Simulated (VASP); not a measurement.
These are PBE GGA, VASP's PBE PAW potentials (set 64) (plane waves; VASP) values and carry that method's errors.

VASP input:

POSCAR:
```
CaF2
1
    0.0000000000     2.7300000000     2.7300000000
    2.7300000000     0.0000000000     2.7300000000
    2.7300000000     2.7300000000     0.0000000000
Ca F
1 2
Direct
  0.0000000000   0.0000000000   0.0000000000
  0.2500000000   0.2500000000   0.2500000000
  0.7500000000   0.7500000000   0.7500000000
```

KPOINTS:
```
K-points
0
gamma
4 4 4
```

INCAR:
```
! general
SYSTEM = CaF2
PREC   = Normal
ENCUT  = 500
LREAL  = F
LASPH  = T

! electronic loop
EDIFF  = 1E-8
NELM   = 100
ALGO   = Normal

! smearing
ISMEAR = 0
SIGMA  = 0.01

! functional
GGA    = PE

! output
LWAVE  = T
LCHARG = F
```

POTCAR, in this order: Ca_sv_GW F_GW_new (PBE.64 set). Program: vasp_std.

Output

### OSZICAR
```
       N       E                     dE             d eps       ncg     rms          rms(c)
DAV:   1     0.366009644782E+03    0.36601E+03   -0.11827E+04   256   0.151E+03
DAV:   2     0.327567958594E+02   -0.33325E+03   -0.32617E+03   352   0.715E+02
DAV:   3    -0.240801180730E+02   -0.56837E+02   -0.49050E+02   432   0.247E+02
DAV:   4    -0.254993610517E+02   -0.14192E+01   -0.14186E+01   336   0.451E+01
DAV:   5    -0.255413655198E+02   -0.42004E-01   -0.41993E-01   432   0.954E+00    0.107E+01
DAV:   6    -0.224860352554E+02    0.30553E+01   -0.12701E+01   472   0.470E+01    0.882E+00
DAV:   7    -0.223374191448E+02    0.14862E+00   -0.40542E-01   416   0.763E+00    0.453E+00
DAV:   8    -0.222817586333E+02    0.55661E-01   -0.15100E-01   424   0.720E+00    0.137E+00
DAV:   9    -0.222847150321E+02   -0.29564E-02   -0.18159E-02   464   0.179E+00    0.327E-01
DAV:  10    -0.222852463117E+02   -0.53128E-03   -0.24803E-03   328   0.827E-01    0.526E-02
DAV:  11    -0.222854172733E+02   -0.17096E-03   -0.19662E-04   384   0.219E-01    0.243E-02
DAV:  12    -0.222854319359E+02   -0.14663E-04   -0.24671E-05   336   0.648E-02    0.487E-03
DAV:  13    -0.222854334232E+02   -0.14872E-05   -0.23406E-06   408   0.193E-02    0.301E-03
DAV:  14    -0.222854341832E+02   -0.76007E-06   -0.80889E-07   280   0.722E-03    0.661E-04
DAV:  15    -0.222854341231E+02    0.60175E-07   -0.42956E-08   368   0.306E-03    0.191E-04
DAV:  16    -0.222854341237E+02   -0.60299E-09   -0.37941E-09   248   0.689E-04
   1 F= -.22285434E+02 E0= -.22285434E+02  d E =-.544366E-71
```

OUTCAR:
```
------------------------ aborting loop because EDIFF is reached ----------------------------------------
  FORCE on cell =-STRESS in cart. coord.  units (eV):
  Direction    XX          YY          ZZ          XY          YZ          ZX
  --------------------------------------------------------------------------------------
  Total       -0.7943804     -0.7943804     -0.7943804     -0.0000000      0.0000000     -0.0000000
  in kB      -31.2767193    -31.2767193    -31.2767193     -0.0000000      0.0000000     -0.0000000
  external PRESSURE =     -31.2767193 kB  Pullay stress =       0.0000000 kB
  volume of cell :       40.69
      direct lattice vectors                 reciprocal lattice vectors
     0.000000000  2.730000000  2.730000000    -0.183150183  0.183150183  0.183150183
     2.730000000  0.000000000  2.730000000     0.183150183 -0.183150183  0.183150183
     2.730000000  2.730000000  0.000000000     0.183150183  0.183150183 -0.183150183
 POSITION                                       TOTAL-FORCE (eV/Angst)
 -----------------------------------------------------------------------------------
      0.00000      0.00000      0.00000        -0.000000      0.000000     -0.000000
      1.36500      1.36500      1.36500        -0.000000     -0.000000     -0.000000
      4.09500      4.09500      4.09500         0.000000      0.000000      0.000000
 -----------------------------------------------------------------------------------
    total drift:                               -0.000000      0.000000      0.000000
  FREE ENERGIE OF THE ION-ELECTRON SYSTEM (eV)
  ---------------------------------------------------
  free  energy   TOTEN  =       -22.2854341237 eV

  energy  without entropy=      -22.2854341237  energy(sigma->0) =      -22.28543412
```
(Selected blocks of OUTCAR.)

The compound is CaF2 in the fluorite structure. The cell was not relaxed at this level. The k-mesh is coarse (spacing up to 0.50 per Å, 2π included), so the numbers may not be converged in it.
